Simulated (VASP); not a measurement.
# Al (Fm-3m) in VASP: a series of runs

Aim: see how the results for Al move with the level of theory and the settings. Levels: BLYP+D3, BLYP+D3(BJ), BLYP+D4, PBE. Tasks: relaxation of cell and atoms, single point.

Program: VASP 6.6.1. These are calculated values, not measurements. Logs are shortened: lines on timing, memory, paths and dates and some standing lists are left out, and cuts for length are marked.

**1. The crystal as given**

The structure is cubic, space group Fm-3m (No. 225). Conventional cell: a = 4.050 Å, b = 4.050 Å, c = 4.050 Å, α = 90.00°, β = 90.00°, γ = 90.00°. Al (site symmetry m-3m) has 12 Al at 2.86 Å as nearest neighbours.

**2. Relaxation of cell and atoms, BLYP+D3**

Contents of INCAR:

```
SYSTEM = Al
PREC = Accurate
ENCUT = 600
EDIFF = 1E-6
ISMEAR = -1
SIGMA = 0.05
LREAL = .FALSE.
LASPH = .TRUE.
NELM = 60
ALGO = Normal
ISIF = 3
LWAVE = .FALSE.
LCHARG = .FALSE.
GGA = B5
ALDAX = 1.0
AGGAX = 1.0
AGGAC = 1.0
ALDAC = 0.0
IVDW = 11
VDW_S6 = 1.0
VDW_S8 = 1.682
VDW_SR = 1.094
VDW_SR8 = 1.0
IBRION = 2
NSW = 40
EDIFFG = -0.01
```

Contents of KPOINTS:

```
Automatic mesh
0
G
  11 11 11
  0 0 0
```

Contents of POSCAR:

```
Al
1.0
    0.0000000000      2.0248050000      2.0248050000
    2.0248050000      0.0000000000      2.0248050000
    2.0248050000      2.0248050000      0.0000000000
Al
1
Direct
    0.0000000000      0.0000000000      0.0000000000
```

Potentials or basis: VASP PAW PBE potentials, release 64 (Al).

On the command line:

```bash
$ cat potpaw_PBE.64/Al/POTCAR > POTCAR
$ mpirun -np 1 vasp_std > vasp.out
```

OUTCAR:

```text
SYSTEM = Al
   PREC = Accurate
   ENCUT = 600
   EDIFF = 1E-6
   ISMEAR = -1
   LREAL = .FALSE.
   LASPH = .TRUE.
   NELM = 60
   ISIF = 3
   GGA = B5
   IVDW = 11
   IBRION = 2
   NSW = 40
   EDIFFG = -0.01
 IVDW          = 11

 ion  position               nearest neighbor table
   1  0.000  0.000  0.000-

  LATTYP: Found a face centered cubic cell.
 ALAT       =     4.0496100000

  Lattice vectors:

 A1 = (   0.0000000000,   2.0248050000,   2.0248050000)
 A2 = (   2.0248050000,   0.0000000000,   2.0248050000)
 A3 = (   2.0248050000,   2.0248050000,   0.0000000000)

Analysis of symmetry for initial positions (statically):
=====================================================================
 Subroutine PRICEL returns:
 Original cell was already a primitive cell.

 Routine SETGRP: Setting up the symmetry group for a
 face centered cubic supercell.

 Subroutine GETGRP returns: Found 48 space group operations
 (whereof 48 operations were pure point group operations)
 out of a pool of 48 trial point group operations.

The static configuration has the point symmetry O_h .

Analysis of symmetry for dynamics (positions and initial velocities):
=====================================================================
 Subroutine PRICEL returns:
 Original cell was already a primitive cell.

 Routine SETGRP: Setting up the symmetry group for a
 face centered cubic supercell.

 Subroutine GETGRP returns: Found 48 space group operations
 (whereof 48 operations were pure point group operations)
 out of a pool of 48 trial point group operations.

The dynamic configuration has the point symmetry O_h .

 Subroutine INISYM returns: Found 48 space group operations
 (whereof 48 operations are pure point group operations),
 and found     1 'primitive' translations

----------------------------------------------------------------------------------------

                                     Primitive cell

  volume of cell :      16.6027

  direct lattice vectors                    reciprocal lattice vectors
     0.000000000  2.024805000  2.024805000    -0.246937359  0.246937359  0.246937359
     2.024805000  0.000000000  2.024805000     0.246937359 -0.246937359  0.246937359
     2.024805000  2.024805000  0.000000000     0.246937359  0.246937359 -0.246937359

  length of vectors
     2.863506692  2.863506692  2.863506692     0.427708053  0.427708053  0.427708053

  position of ions in fractional coordinates (direct lattice)
     0.000000000  0.000000000  0.000000000

  ion indices of the primitive-cell ions
   primitive index   ion index
                 1           1

----------------------------------------------------------------------------------------

 KPOINTS: Automatic mesh

Automatic generation of k-mesh.
 Grid dimensions read from file:
 generate k-points for:   11   11   11

 Generating k-lattice:

  Cartesian coordinates                     Fractional coordinates (reciprocal lattice)
    -0.022448851  0.022448851  0.022448851     0.090909091  0.000000000  0.000000000
     0.022448851 -0.022448851  0.022448851     0.000000000  0.090909091  0.000000000
     0.022448851  0.022448851 -0.022448851     0.000000000  0.000000000  0.090909091

  Length of vectors
     0.038882550  0.038882550  0.038882550

  Shift w.r.t. Gamma in fractional coordinates (k-lattice)
     0.000000000  0.000000000  0.000000000

 Subroutine IBZKPT returns following result:
 ===========================================

 Found     56 irreducible k-points:
[... 43 lines left out ...]
   LASPH  =      T    aspherical Exc in radial PAW
   ENCUT  =  600.0 eV  44.10 Ry    6.64 a.u.   5.72  5.72  5.72*2*pi/ulx,y,z
   NELM   =     60;   NELMIN=  2; NELMDL= -5     # of ELM steps
   EDIFF  = 0.1E-05   stopping-criterion for ELM
   LREAL  =      F    real-space projection
   EDIFFG = -.1E-01   stopping-criterion for IOM
   NSW    =     40    number of steps for IOM
   IBRION =      2    ionic relax: 0-MD 1-quasi-New 2-CG
   NFREE  =      1    steps in history (QN), initial steepest desc. (CG)
   ISIF   =      3    stress and relaxation
   ISYM   =      2    0-nonsym 1-usesym 2-fastsym
   POTIM  = 0.5000    time-step for ionic-motion
   TEBEG  =    0.0;   TEEND  =   0.0 temperature during run
   PSTRESS=    0.0 pullay stress
   NELECT =       3.0000    total number of electrons
   NUPDOWN=      -1.0000    fix difference up-down
   EMIN   =  10.00;   EMAX   =-10.00  energy-range for DOS
   EFERMI =   0.00;   METHOD = LEGACY
   ISMEAR =    -1;   SIGMA  =   0.05  broadening in eV -4-tet -1-fermi 0-gaus
   EFERMI_NEDOS =   21; number of points for ismear=-14 and -15
   IALGO  =     38    algorithm
   IMIX   =      4    mixing-type and parameters
     AMIX     =   0.40;   BMIX     =  1.00
     AMIX_MAG =   1.60;   BMIX_MAG =  1.00
  volume/ion in A,a.u.               =      16.60       112.04
  Fermi-wavevector in a.u.,A,eV,Ry     =   0.925526  1.748991 11.654733  0.856599
  Thomas-Fermi vector in A             =   2.051390
   LORBIT       =      0    0 simple, 1 ext, 2 COOP (PROOUT), +10 PAW based schemes
   GGA     = B5    functional components
   LHFCALC =     F    Hartree Fock is set to
   AEXX    =    0.0000 exact exchange contribution
   IVDW    =    11    specifies the selected vdW correction
   LEPSILON=     F    determine dielectric tensor
   LRPA    =     F    only Hartree local field effects (RPA)
 conjugate gradient relaxation of ions
 non-spin polarized calculation
  energy-cutoff  :      600.00
  volume of cell :       16.60
 maximum number of plane-waves:       564
   NGX = 11   NGY = 11   NGZ = 11

--------------------------------------- Ionic step        1  -------------------------------------------

 number of electron       3.0000000 magnetization

 Free energy of the ion-electron system (eV)
  ---------------------------------------------------
  ext. energy  EPLUGINS =         0.00000000
  ---------------------------------------------------
  free energy    TOTEN  =        -2.70677419 eV

  energy without entropy =       -2.70282584  energy(sigma->0) =       -2.70480001

------------------------ aborting loop because EDIFF is reached ----------------------------------------

 Edisp (eV)   -0.30913

 E8    (eV) :    -0.2046

  FORCE on cell =-STRESS in cart. coord.  units (eV):
  Direction    XX          YY          ZZ          XY          YZ          ZX
  --------------------------------------------------------------------------------------
  -------------------------------------------------------------------------------------
  Total      -0.06567    -0.06567    -0.06567    -0.00000    -0.00000     0.00000
  in kB      -6.33691    -6.33691    -6.33691    -0.00000    -0.00000     0.00000
  external pressure =       -6.34 kB  Pullay stress =        0.00 kB

 VOLUME and BASIS-vectors are now :
 -----------------------------------------------------------------------------
  energy-cutoff  :      600.00
  volume of cell :       16.60
      direct lattice vectors                 reciprocal lattice vectors
     0.000000000  2.024805000  2.024805000    -0.246937359  0.246937359  0.246937359
     2.024805000  0.000000000  2.024805000     0.246937359 -0.246937359  0.246937359
     2.024805000  2.024805000  0.000000000     0.246937359  0.246937359 -0.246937359

 POSITION                                       TOTAL-FORCE (eV/Angst)
 -----------------------------------------------------------------------------------
      0.00000      0.00000      0.00000         0.000000      0.000000     -0.000000
 -----------------------------------------------------------------------------------
    total drift:                                0.000000      0.000000      0.000000

  FREE ENERGIE OF THE ION-ELECTRON SYSTEM (eV)
  ---------------------------------------------------
  free  energy   TOTEN  =        -3.0159039735 eV

  energy  without entropy=       -3.0119556172  energy(sigma->0) =       -3.01392980

--------------------------------------- Ionic step        2  -------------------------------------------

 number of electron       3.0000000 magnetization

 Free energy of the ion-electron system (eV)
  ---------------------------------------------------
  ext. energy  EPLUGINS =         0.00000000
  ---------------------------------------------------
  free energy    TOTEN  =        -2.70333407 eV

  energy without entropy =       -2.69938029  energy(sigma->0) =       -2.70135718

 E-fermi :   8.5347     XC(G=0):  -9.6805

 val. band max:        8.3129501707   @ k =  -0.4545   0.4545   0.0909
 cond. band min:       8.5368425444   @ k =   0.4545   0.1818   0.0909
 fundamental gap:      0.2238923737
 Fermi energy:         8.5346972300

 k-point     1 :       0.0000    0.0000    0.0000
  band No.  band energies     occupation
      1      -2.6268      2.00000
      2      21.1068      0.00000
      3      21.1068      0.00000
      4      21.1068      0.00000
      5      22.4640      0.00000
[... 177 lines left out ...]
 k-point    24 :      -0.1818    0.1818    0.0000
  band No.  band energies     occupation
      1      -0.2480      2.00000
      2      12.3249      0.00000
      3      13.7701      0.00000
      4      20.2903      0.00000
      5      22.4009      0.00000

 [... further k-points ...]

------------------------ aborting loop because EDIFF is reached ----------------------------------------

 Edisp (eV)   -0.31287

 E8    (eV) :    -0.2075

  FORCE on cell =-STRESS in cart. coord.  units (eV):
  Direction    XX          YY          ZZ          XY          YZ          ZX
  --------------------------------------------------------------------------------------
  -------------------------------------------------------------------------------------
  Total       0.00233     0.00233     0.00233     0.00000     0.00000    -0.00000
  in kB       0.22672     0.22672     0.22672     0.00000     0.00000    -0.00000
  external pressure =        0.23 kB  Pullay stress =        0.00 kB

 VOLUME and BASIS-vectors are now :
 -----------------------------------------------------------------------------
  energy-cutoff  :      600.00
  volume of cell :       16.45
      direct lattice vectors                 reciprocal lattice vectors
    -0.000000000  2.018390524  2.018390524    -0.247722130  0.247722130  0.247722130
     2.018390524 -0.000000000  2.018390524     0.247722130 -0.247722130  0.247722130
     2.018390524  2.018390524 -0.000000000     0.247722130  0.247722130 -0.247722130

 POSITION                                       TOTAL-FORCE (eV/Angst)
 -----------------------------------------------------------------------------------
      2.01839     -0.00000      2.01839         0.000000     -0.000000      0.000000
 -----------------------------------------------------------------------------------
    total drift:                               -0.000000      0.000000     -0.000000

  FREE ENERGIE OF THE ION-ELECTRON SYSTEM (eV)
  ---------------------------------------------------
  free  energy   TOTEN  =        -3.0162043770 eV

  energy  without entropy=       -3.0122505936  energy(sigma->0) =       -3.01422749

 reached required accuracy - stopping structural energy minimisation
```

Wall time 5.6 s (1 thread of Intel Xeon 6975P-C (Granite Rapids), shared host); peak memory 0.14 GiB.

What came out:

```
Free energy                            : -3.0162 eV
Relaxed volume                         : 16.45 Å³/atom
Relaxed cell                           : a = 2.854 Å, b = 2.854 Å, c = 2.854 Å, α = 60.00°, β = 60.00°, γ = 60.00°
Space group after relaxing (to 0.05 Å) : Fm-3m (No. 225)
Energy gained by relaxing              : 0.3 meV/atom
Ionic steps                            : 2
Pressure after relaxing                : 0.0 GPa
Band gap on the k mesh                 : none (metal or under the smearing width)
Dispersion energy per atom             : -0.313 eV
```

Step by step:
```csv
step,energy change (eV),largest force (eV/Å),pressure (GPa),volume (Å³)
1,0.0000,0.0000,-0.63,16.60
2,-0.0003,0.0000,0.02,16.45
```

Final structure:
```cif
data_structure
_symmetry_space_group_name_H-M 'P 1'
_symmetry_Int_Tables_number 1
_cell_length_a 2.8544
_cell_length_b 2.8544
_cell_length_c 2.8544
_cell_angle_alpha 60.000
_cell_angle_beta 60.000
_cell_angle_gamma 60.000
_cell_volume 16.45
loop_
_atom_site_label
_atom_site_type_symbol
_atom_site_fract_x
_atom_site_fract_y
_atom_site_fract_z
_atom_site_occupancy
Al1 Al 0.00000 0.00000 0.00000 1
```

Caveat: the PAW data sets were made with another functional, which shifts forces and pressure a little; pairwise dispersion overbinds metals, which lowers pressure and volume.

**3. Relaxation of cell and atoms, BLYP+D3(BJ)**

Contents of INCAR:

```
SYSTEM = Al
PREC = Accurate
ENCUT = 600
EDIFF = 1E-6
ISMEAR = -1
SIGMA = 0.05
LREAL = .FALSE.
LASPH = .TRUE.
NELM = 80
ALGO = Fast
ISIF = 3
LWAVE = .FALSE.
LCHARG = .FALSE.
GGA = B5
ALDAX = 1.0
AGGAX = 1.0
AGGAC = 1.0
ALDAC = 0.0
IVDW = 12
VDW_S6 = 1.0
VDW_S8 = 2.6996
VDW_A1 = 0.4298
VDW_A2 = 4.2359
IBRION = 2
NSW = 40
EDIFFG = -0.02
```

KPOINTS is that of step 2.

POSCAR is that of step 2.

Potentials or basis: VASP PAW PBE potentials, release 64 (Al).

On the command line:

```bash
$ cat potpaw_PBE.64/Al/POTCAR > POTCAR
$ mpirun -np 1 vasp_std > vasp.out
```

OUTCAR:

```text
SYSTEM = Al
   PREC = Accurate
   ENCUT = 600
   EDIFF = 1E-6
   ISMEAR = -1
   LREAL = .FALSE.
   LASPH = .TRUE.
   NELM = 80
   ISIF = 3
   GGA = B5
   IVDW = 12
   IBRION = 2
   NSW = 40
   EDIFFG = -0.02
 IVDW          = 12

 ion  position               nearest neighbor table
   1  0.000  0.000  0.000-

  LATTYP: Found a face centered cubic cell.
 ALAT       =     4.0496100000

  Lattice vectors:

 A1 = (   0.0000000000,   2.0248050000,   2.0248050000)
 A2 = (   2.0248050000,   0.0000000000,   2.0248050000)
 A3 = (   2.0248050000,   2.0248050000,   0.0000000000)

Analysis of symmetry for initial positions (statically):
=====================================================================
 Subroutine PRICEL returns:
 Original cell was already a primitive cell.

 Routine SETGRP: Setting up the symmetry group for a
[... 244 lines left out ...]
--------------------------------------- Ionic step        3  -------------------------------------------

 number of electron       3.0000000 magnetization

 Free energy of the ion-electron system (eV)
  ---------------------------------------------------
  ext. energy  EPLUGINS =         0.00000000
  ---------------------------------------------------
  free energy    TOTEN  =        -2.66777601 eV

  energy without entropy =       -2.66365118  energy(sigma->0) =       -2.66571360

 E-fermi :   9.1362     XC(G=0):  -9.8932

 val. band max:        8.9734194896   @ k =  -0.3636   0.3636   0.0000
 cond. band min:       9.1450081691   @ k =  -0.4545   0.3636   0.0000
 fundamental gap:      0.1715886795
 Fermi energy:         9.1362064687

 k-point     1 :       0.0000    0.0000    0.0000
  band No.  band energies     occupation
      1      -2.4155      2.00000
      2      22.0378      0.00000
      3      22.0378      0.00000
      4      22.0378      0.00000
      5      23.8550      0.00000
[... 177 lines left out ...]
 k-point    24 :      -0.1818    0.1818    0.0000
  band No.  band energies     occupation
      1       0.0531      2.00000
      2      13.0168      0.00000
      3      14.6547      0.00000
      4      21.4016      0.00000
      5      23.5341      0.00000

 [... further k-points ...]

------------------------ aborting loop because EDIFF is reached ----------------------------------------

 Edisp (eV)   -0.82533

 E8    (eV) :    -0.6138
[... 24 lines left out ...]
  FREE ENERGIE OF THE ION-ELECTRON SYSTEM (eV)
  ---------------------------------------------------
  free  energy   TOTEN  =        -3.4931015401 eV

  energy  without entropy=       -3.4889767154  energy(sigma->0) =       -3.49103913

 reached required accuracy - stopping structural energy minimisation
```

CONTCAR:

```text
Al
   1.00000000000000
    -0.0000000000000000    1.9804768384330615    1.9804768384330615
     1.9804768384330615   -0.0000000000000000    1.9804768384330615
     1.9804768384330615    1.9804768384330615    0.0000000000000000
  Al
     1
Direct
     0.0000000000000000    0.0000000000000000    0.0000000000000000

  0.00000000E+00  0.00000000E+00  0.00000000E+00
```

Run time: 7 s. Hardware: 1 thread of Intel Xeon 6975P-C (Granite Rapids), shared host; peak memory 0.14 GiB.

Results:

```
Free energy                            : -3.4931 eV
Relaxed volume                         : 15.54 Å³/atom
Relaxed cell                           : a = 2.801 Å, b = 2.801 Å, c = 2.801 Å, α = 60.00°, β = 60.00°, γ = 60.00°
Space group after relaxing (to 0.05 Å) : Fm-3m (No. 225)
Energy gained by relaxing              : 16.3 meV/atom
Ionic steps                            : 3
Pressure after relaxing                : 0.0 GPa
Band gap on the k mesh                 : none (metal or under the smearing width)
Dispersion energy per atom             : -0.825 eV
```

Step by step:
```
step  energy change (eV)  largest force (eV/Å)  pressure (GPa)  volume (Å³)
   1              0.0000                0.0000           -4.57        16.60
   2             -0.0162                0.0000            0.24        15.49
   3             -0.0163                0.0000            0.02        15.54
```

Final structure:
```
Al
1.0
     0.00000    1.98048    1.98048
     1.98048    0.00000    1.98048
     1.98048    1.98048    0.00000
Al
1
Direct
  0.00000 0.00000 0.00000
```

Caveat: the PAW data sets were made with another functional, which shifts forces and pressure a little; pairwise dispersion overbinds metals, which lowers pressure and volume.

(Part 1 of 2 ends here.)
